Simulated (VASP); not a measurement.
# Mg (P6_3/mmc) in VASP: settings compared

Aim: see how the results for Mg move with the level of theory and the settings. Levels: r2SCAN, PBE. Tasks: single point, relaxation of cell and atoms.

All numbers are computed with VASP 6.6.1; they aren't measurements. Logs are shortened: lines on timing, memory, paths and dates and some standing lists are left out, and cuts for length are marked.

## 1. The crystal as given

The structure is hexagonal, space group P6_3/mmc (No. 194). Conventional cell: a = 3.189 Å, b = 3.189 Å, c = 5.126 Å, α = 90.00°, β = 90.00°, γ = 120.00°. Mg (site symmetry -6m2) has 12 Mg at 3.16 to 3.19 Å as nearest neighbours.

## 2. Single point, r2SCAN

POSCAR

```
Mg
1.0
    3.1892660100      0.0000000000      0.0000000000
   -1.5946330050      2.7619853841      0.0000000000
    0.0000000000      0.0000000000      5.1262788858
Mg
2
Direct
    0.3333333333      0.6666666667      0.7500000000
    0.6666666667      0.3333333333      0.2500000000
```

INCAR.step1

```
PREC = Accurate
ENCUT = 520
ISMEAR = 0
SIGMA = 0.05
LREAL = F
LASPH = T
NELM = 100
NBANDS = 9
GGA = PE
ALGO = Normal
EDIFF = 1E-4
LWAVE = T
LCHARG = F
```

INCAR.step2

```
PREC = Accurate
ENCUT = 520
EDIFF = 1E-6
ISMEAR = 0
SIGMA = 0.05
LREAL = F
LASPH = T
NELM = 100
ALGO = Normal
ISIF = 2
LWAVE = F
LCHARG = F
METAGGA = R2SCAN
LMIXTAU = T
NBANDS = 9
ISTART = 1
```

KPOINTS

```
regular mesh
0
Gamma
  16 16 8
```

Potentials or basis: VASP PAW PBE potentials, release 64 (Mg).

On the command line:

```bash
cat potpaw_PBE.64/Mg/POTCAR > POTCAR
cp INCAR.step1 INCAR
mpirun -np 1 vasp_std > vasp.out
cp INCAR.step2 INCAR
mpirun -np 1 vasp_std > vasp.out
```

OUTCAR:

```text
PREC = Accurate
   ENCUT = 520
   EDIFF = 1E-6
   ISMEAR = 0
   LREAL = F
   LASPH = T
   NELM = 100
   ISIF = 2
   METAGGA = R2SCAN
   ISTART = 1

 ion  position               nearest neighbor table
   1  0.333  0.667  0.750-   2 3.16   2 3.16   2 3.16   2 3.16   2 3.16   2 3.16
   2  0.667  0.333  0.250-   1 3.16   1 3.16   1 3.16   1 3.16   1 3.16   1 3.16

  LATTYP: Found a hexagonal cell.
 ALAT       =     3.1892660100
 C/A-ratio  =     1.6073538142

  Lattice vectors:

 A1 = (   3.1892660100,   0.0000000000,   0.0000000000)
 A2 = (  -1.5946330050,   2.7619853841,   0.0000000000)
 A3 = (   0.0000000000,   0.0000000000,   5.1262788858)

Analysis of symmetry for initial positions (statically):
=====================================================================
 Subroutine PRICEL returns:
 Original cell was already a primitive cell.

 Routine SETGRP: Setting up the symmetry group for a
 hexagonal supercell.

 Subroutine GETGRP returns: Found 24 space group operations
 (whereof 12 operations were pure point group operations)
 out of a pool of 24 trial point group operations.

The static configuration has the point symmetry D_3d.
 The point group associated with its full space group is D_6h.

Analysis of symmetry for dynamics (positions and initial velocities):
=====================================================================
 Subroutine PRICEL returns:
 Original cell was already a primitive cell.

 Routine SETGRP: Setting up the symmetry group for a
 hexagonal supercell.

 Subroutine GETGRP returns: Found 24 space group operations
 (whereof 12 operations were pure point group operations)
 out of a pool of 24 trial point group operations.

The dynamic configuration has the point symmetry D_3d.
 The point group associated with its full space group is D_6h.

 Subroutine INISYM returns: Found 24 space group operations
 (whereof 12 operations are pure point group operations),
 and found     1 'primitive' translations

----------------------------------------------------------------------------------------

                                     Primitive cell

  volume of cell :      45.1559

  direct lattice vectors                    reciprocal lattice vectors
     3.189266010  0.000000000  0.000000000     0.313551769  0.181029198  0.000000000
[... 89 lines left out ...]
   NSW    =      0    number of steps for IOM
   IBRION =     -1    ionic relax: 0-MD 1-quasi-New 2-CG
   NFREE  =      0    steps in history (QN), initial steepest desc. (CG)
   ISIF   =      2    stress and relaxation
   ISYM   =      2    0-nonsym 1-usesym 2-fastsym
   POTIM  = 0.5000    time-step for ionic-motion
   TEBEG  =    0.0;   TEEND  =   0.0 temperature during run
   PSTRESS=    0.0 pullay stress
   NELECT =       4.0000    total number of electrons
   NUPDOWN=      -1.0000    fix difference up-down
   EMIN   =  10.00;   EMAX   =-10.00  energy-range for DOS
   EFERMI =   0.00;   METHOD = LEGACY
   ISMEAR =     0;   SIGMA  =   0.05  broadening in eV -4-tet -1-fermi 0-gaus
   EFERMI_NEDOS =   21; number of points for ismear=-14 and -15
   IALGO  =     38    algorithm
   IMIX   =      4    mixing-type and parameters
     AMIX     =   0.40;   BMIX     =  1.00
     AMIX_MAG =   1.60;   BMIX_MAG =  1.00
  volume/ion in A,a.u.               =      22.58       152.36
  Fermi-wavevector in a.u.,A,eV,Ry     =   0.729777  1.379078  7.246111  0.532574
  Thomas-Fermi vector in A             =   1.821583
   LORBIT       =      0    0 simple, 1 ext, 2 COOP (PROOUT), +10 PAW based schemes
   METAGGA = R2SCAN    functional components
   LHFCALC =     F    Hartree Fock is set to
   AEXX    =    0.0000 exact exchange contribution
   IVDW    =     0    specifies the selected vdW correction
   LEPSILON=     F    determine dielectric tensor
   LRPA    =     F    only Hartree local field effects (RPA)
 non-spin polarized calculation
 Gauss-broadening in eV      SIGMA  =   0.05
  energy-cutoff  :      520.00
  volume of cell :       45.16
 maximum number of plane-waves:      1231
 NGX is ok and might be reduce to    24
   NGX = 11   NGY = 11   NGZ = 19

 number of electron       4.0000000 magnetization

 Free energy of the ion-electron system (eV)
  ---------------------------------------------------
  ext. energy  EPLUGINS =         0.00000000
  ---------------------------------------------------
  free energy    TOTEN  =        -8.29210856 eV

  energy without entropy =       -8.29069701  energy(sigma->0) =       -8.29140279

 E-fermi :   2.7407     XC(G=0):  -9.0926

 val. band max:        2.7394984931   @ k =   0.3125   0.3125   0.2500
 cond. band min:       2.7414390531   @ k =   0.3125   0.3125   0.2500
 fundamental gap:      0.0019405600
 Fermi energy:         2.7406920473

 k-point     1 :       0.0000    0.0000    0.0000
  band No.  band energies     occupation
      1      -4.7289      2.00000
      2       0.8581      2.00000
      3       1.6360      2.00000
      4      14.4220      0.00000
      5      14.4221      0.00000
      6      14.5885      0.00000
      7      14.5886      0.00000
      8      15.4809      0.00000
      9      17.2423      0.00000
[... 265 lines left out ...]
 k-point    24 :       0.2500    0.1875    0.0000
  band No.  band energies     occupation
      1      -1.7309      2.00000
      2       3.6694      0.00000
      3       3.8060      0.00000
      4       4.9563      0.00000
      5       6.3398      0.00000
      6       9.7428      0.00000
      7      11.0085      0.00000
      8      11.1090      0.00000
      9      12.5737      0.00000

 [... further k-points ...]

------------------------ aborting loop because EDIFF is reached ----------------------------------------

  FORCE on cell =-STRESS in cart. coord.  units (eV):
  Direction    XX          YY          ZZ          XY          YZ          ZX
  --------------------------------------------------------------------------------------
  -------------------------------------------------------------------------------------
  Total       -0.0762275     -0.0762275     -0.0755472      0.0000000      0.0000000      0.0000000
  in kB       -2.7046311     -2.7046311     -2.6804910      0.0000000      0.0000000      0.0000000
  external PRESSURE =      -2.6965844 kB  Pullay stress =       0.0000000 kB

 VOLUME and BASIS-vectors are now :
 -----------------------------------------------------------------------------
  energy-cutoff  :      520.00
  volume of cell :       45.16
      direct lattice vectors                 reciprocal lattice vectors
     3.189266010  0.000000000  0.000000000     0.313551769  0.181029198  0.000000000
    -1.594633005  2.761985384  0.000000000     0.000000000  0.362058397  0.000000000
     0.000000000  0.000000000  5.126278886     0.000000000  0.000000000  0.195073273

 POSITION                                       TOTAL-FORCE (eV/Angst)
 -----------------------------------------------------------------------------------
     -0.00000      1.84132      3.84471         0.000000     -0.000000     -0.000000
      1.59463      0.92066      1.28157        -0.000000      0.000000      0.000000
 -----------------------------------------------------------------------------------
    total drift:                                0.000000     -0.000000      0.000000

  FREE ENERGIE OF THE ION-ELECTRON SYSTEM (eV)
  ---------------------------------------------------
  free  energy   TOTEN  =        -8.2921085593 eV

  energy  without entropy=       -8.2906970112  energy(sigma->0) =       -8.29140279
```

It took 83 s on 1 thread of Intel Xeon Platinum 8488C (Sapphire Rapids), shared host; peak memory 0.2 GiB.

What came out:

```
Free energy            : -8.2921 eV
Pressure               : -0.3 GPa
Band gap on the k mesh : none (metal or under the smearing width)
```

Caveat: the PAW data sets were made with another functional, which shifts forces and pressure a little.

## 3. Single point, PBE

This run uses another cell than the first one, of 22.98 Å³/atom, 1.018 times its volume.

INCAR

```
PREC = Accurate ; ENCUT = 520
EDIFF = 1E-7 ; ISMEAR = 0
SIGMA = 0.05 ; LREAL = False
LASPH = True ; NELM = 100
ALGO = Normal ; ISIF = 2
LWAVE = False ; LCHARG = False
GGA = PE ; NBANDS = 9
```

KPOINTS

```
regular mesh
0
Gamma
  8 8 4
```

POSCAR

```
Mg
1.0
    3.1852041313      0.0000000000      0.0000000000
   -1.5926020657      2.7584676940      0.0000000000
    0.0000000000      0.0000000000      5.2309185572
Mg
2
Direct
    0.3333333333      0.6666666667      0.7500000000
    0.6666666667      0.3333333333      0.2500000000
```

Potentials or basis: VASP PAW PBE potentials, release 64 (Mg).

On the command line:

```bash
cat potpaw_PBE.64/Mg/POTCAR > POTCAR
mpirun -np 1 vasp_std > vasp.out
```

It took 9.6 s on 1 thread of Intel Xeon Platinum 8488C (Sapphire Rapids), shared host; peak memory 0.15 GiB.

Results (log left out):

| Item | Value |
| --- | --- |
| Free energy | -3.0356 eV |
| Pressure | -0.2 GPa |
| Band gap on the k mesh | none (metal or under the smearing width) |

Stress tensor (GPa, compression positive):
```
-0.19  0.00  0.00
 0.00 -0.19  0.00
 0.00  0.00 -0.30
```

Levels at points of the mesh, in eV from the Fermi level:
```
           k point  band 1  band 2  band 3  band 4  band 5  band 6  band 7
(0.00, 0.00, 0.00)   -6.79   -1.60   -1.20   11.20   11.20   11.34   11.34
(0.50, 0.00, 0.00)   -1.97   -1.95    2.78    3.14    3.34    3.78    7.13
(0.00, 0.00, 0.50)   -5.42   -5.42    5.00    5.00   11.93   11.93   11.93
(0.50, 0.00, 0.50)   -0.95   -0.95   -0.28   -0.28    8.16    8.16    8.28
```

## 4. Relaxation of cell and atoms, PBE

This run uses another cell than the first one, of 23.26 Å³/atom, 1.030 times its volume.

INCAR

```
  ALGO = Fast
  EDIFF = 1E-7
  EDIFFG = -0.03
  ENCUT = 600
  GGA = PE
  IBRION = 2
  ISIF = 3
  ISMEAR = 0
  LASPH = T
  LCHARG = F
  LREAL = F
  LWAVE = F
  NELM = 100
  NSW = 80
  PREC = Accurate
  SIGMA = 0.05
```

KPOINTS

```
k-points
0
Gamma
  8 8 4
```

POSCAR

```
Mg
1.0
    3.2100000000      0.0000000000      0.0000000000
   -1.6050000000      2.7799415461      0.0000000000
    0.0000000000      0.0000000000      5.2130400000
Mg
2
Direct
    0.3333333333      0.6666666667      0.7500000000
    0.6666666667      0.3333333333      0.2500000000
```

Potentials or basis: VASP PAW PBE potentials, release 64 (Mg).

On the command line:

```bash
cat potpaw_PBE.64/Mg/POTCAR > POTCAR
mpirun -np 1 vasp_std > vasp.out
```

OUTCAR:

```text
EDIFF = 1E-7
   EDIFFG = -0.03
   ENCUT = 600
   GGA = PE
   IBRION = 2
   ISIF = 3
   ISMEAR = 0
   LASPH = T
   LREAL = F
   NELM = 100
   NSW = 80
   PREC = Accurate

 ion  position               nearest neighbor table
   1  0.333  0.667  0.750-   2 3.20   2 3.20   2 3.20   2 3.20   2 3.20   2 3.20
   2  0.667  0.333  0.250-   1 3.20   1 3.20   1 3.20   1 3.20   1 3.20   1 3.20

  LATTYP: Found a hexagonal cell.
 ALAT       =     3.2100000000
 C/A-ratio  =     1.6240000000

  Lattice vectors:

 A1 = (   3.2100000000,   0.0000000000,   0.0000000000)
 A2 = (  -1.6050000000,   2.7799415461,   0.0000000000)
 A3 = (   0.0000000000,   0.0000000000,   5.2130400000)

Analysis of symmetry for initial positions (statically):
=====================================================================
 Subroutine PRICEL returns:
 Original cell was already a primitive cell.

 Routine SETGRP: Setting up the symmetry group for a
 hexagonal supercell.

 Subroutine GETGRP returns: Found 24 space group operations
 (whereof 12 operations were pure point group operations)
 out of a pool of 24 trial point group operations.

The static configuration has the point symmetry D_3d.
 The point group associated with its full space group is D_6h.

Analysis of symmetry for dynamics (positions and initial velocities):
=====================================================================
 Subroutine PRICEL returns:
 Original cell was already a primitive cell.

 Routine SETGRP: Setting up the symmetry group for a
 hexagonal supercell.

 Subroutine GETGRP returns: Found 24 space group operations
 (whereof 12 operations were pure point group operations)
 out of a pool of 24 trial point group operations.

The dynamic configuration has the point symmetry D_3d.
 The point group associated with its full space group is D_6h.

 Subroutine INISYM returns: Found 24 space group operations
 (whereof 12 operations are pure point group operations),
 and found     1 'primitive' translations
[... 130 lines left out ...]
  energy-cutoff  :      600.00
  volume of cell :       46.52
 maximum number of plane-waves:      1578
 NGX is ok and might be reduce to    28
   NGX = 13   NGY = 13   NGZ = 21

--------------------------------------- Ionic step        1  -------------------------------------------

 number of electron       4.0000000 magnetization

 Free energy of the ion-electron system (eV)
  ---------------------------------------------------
  ext. energy  EPLUGINS =         0.00000000
  ---------------------------------------------------
  free energy    TOTEN  =        -3.03312008 eV

  energy without entropy =       -3.03270600  energy(sigma->0) =       -3.03291304

------------------------ aborting loop because EDIFF is reached ----------------------------------------

  FORCE on cell =-STRESS in cart. coord.  units (eV):
  Direction    XX          YY          ZZ          XY          YZ          ZX
  --------------------------------------------------------------------------------------
  -------------------------------------------------------------------------------------
  Total       -0.2896702     -0.2896702      0.0102904      0.0000000     -0.0000000      0.0000000
  in kB       -9.9766035     -9.9766035      0.3544146      0.0000000     -0.0000000      0.0000000
  external PRESSURE =      -6.5329308 kB  Pullay stress =       0.0000000 kB
[... 59 lines left out ...]
--------------------------------------- Ionic step        3  -------------------------------------------

 number of electron       4.0000000 magnetization

 Free energy of the ion-electron system (eV)
  ---------------------------------------------------
  ext. energy  EPLUGINS =         0.00000000
  ---------------------------------------------------
  free energy    TOTEN  =        -3.03588958 eV

  energy without entropy =       -3.03547506  energy(sigma->0) =       -3.03568232

 E-fermi :   2.5367     XC(G=0):  -8.5072

 val. band max:        2.5024811752   @ k =   0.2500  -0.0000   0.0000
 cond. band min:       2.8781642195   @ k =   0.3750   0.1250   0.2500
 fundamental gap:      0.3756830443
 Fermi energy:         2.5366966841

 k-point     1 :       0.0000    0.0000    0.0000
  band No.  band energies     occupation
      1      -4.2927      2.00000
      2       0.9158      2.00000
      3       1.3311      2.00000
      4      13.7392      0.00000
      5      13.7396      0.00000
      6      13.8885      0.00000
[... 199 lines left out ...]
 k-point    24 :       0.3750   -0.0000    0.5000
  band No.  band energies     occupation
      1      -0.1998      2.00000
      2      -0.1998      2.00000
      3       4.5362      0.00000
      4       4.5362      0.00000
      5       9.9013      0.00000
      6       9.9013      0.00000

 [... further k-points ...]

------------------------ aborting loop because EDIFF is reached ----------------------------------------

  FORCE on cell =-STRESS in cart. coord.  units (eV):
  Direction    XX          YY          ZZ          XY          YZ          ZX
  --------------------------------------------------------------------------------------
  -------------------------------------------------------------------------------------
  Total       -0.0013529     -0.0013529      0.0109698      0.0000000      0.0000000      0.0000000
  in kB       -0.0474632     -0.0474632      0.3848571      0.0000000      0.0000000      0.0000000
  external PRESSURE =       0.0966436 kB  Pullay stress =       0.0000000 kB
[... 17 lines left out ...]
  FREE ENERGIE OF THE ION-ELECTRON SYSTEM (eV)
  ---------------------------------------------------
  free  energy   TOTEN  =        -3.0358895825 eV

  energy  without entropy=       -3.0354750610  energy(sigma->0) =       -3.03568232

 reached required accuracy - stopping structural energy minimisation
```

Wall time 18 s (1 thread of Intel Xeon Platinum 8488C (Sapphire Rapids), shared host); peak memory 0.18 GiB.

What came out:

- Free energy: -3.0359 eV
- Relaxed volume: 22.83 Å³/atom
- Relaxed cell: a = 3.180 Å, b = 3.180 Å, c = 5.215 Å, α = 90.00°, β = 90.00°, γ = 120.00°
- Space group after relaxing (to 0.05 Å): P6_3/mmc (No. 194)
- Energy gained by relaxing: 1.4 meV/atom
- Ionic steps: 3
- Pressure after relaxing: 0.0 GPa
- Band gap on the k mesh: none (metal or under the smearing width)

The path:
```tsv
step	energy change (eV)	largest force (eV/Å)	pressure (GPa)	volume (Å³)
1	0.0000	0.0000	-0.65	46.52
2	-0.0026	0.0000	-0.17	45.88
3	-0.0028	0.0000	0.01	45.67
```

Final structure:
```
Mg
1.0
     3.17996    0.00000    0.00000
    -1.58998    2.75392    0.00000
     0.00000    0.00000    5.21477
Mg
2
Direct
  0.33333 0.66667 0.75000
  0.66667 0.33333 0.25000
```

Levels at points of the mesh, in eV from the Fermi level:
| k point | band 1 | band 2 | band 3 | band 4 | band 5 |
| --- | --- | --- | --- | --- | --- |
| (0.00, 0.00, 0.00) | -6.83 | -1.62 | -1.21 | 11.20 | 11.20 |
| (0.50, 0.00, 0.00) | -2.00 | -1.97 | 2.78 | 3.13 | 3.35 |
| (0.00, 0.00, 0.50) | -5.45 | -5.45 | 5.02 | 5.02 | 11.94 |
| (0.50, 0.00, 0.50) | -0.97 | -0.97 | -0.30 | -0.30 | 8.17 |

## 5. Overview

```csv
task,level,cell,k mesh,cutoff (eV),gap on the mesh (eV),pressure (GPa)
single point,r2SCAN,"P6_3/mmc, 22.58 Å³/atom",16 × 16 × 8,520,none,-0.3
single point,PBE,"P6_3/mmc, 22.98 Å³/atom",8 × 8 × 4,520,none,-0.2
relaxation of cell and atoms,PBE,relaxed,8 × 8 × 4,600,none,0.0
```

Alike in all rows: potentials or basis VASP PAW PBE potentials, release 64 (Mg); no spin polarisation; smearing gaussian 0.05 eV.

Caveats: the PAW data sets were made with another functional, which shifts forces and pressure a little (some runs).

Absolute energies hang on the potentials; compare differences alone.
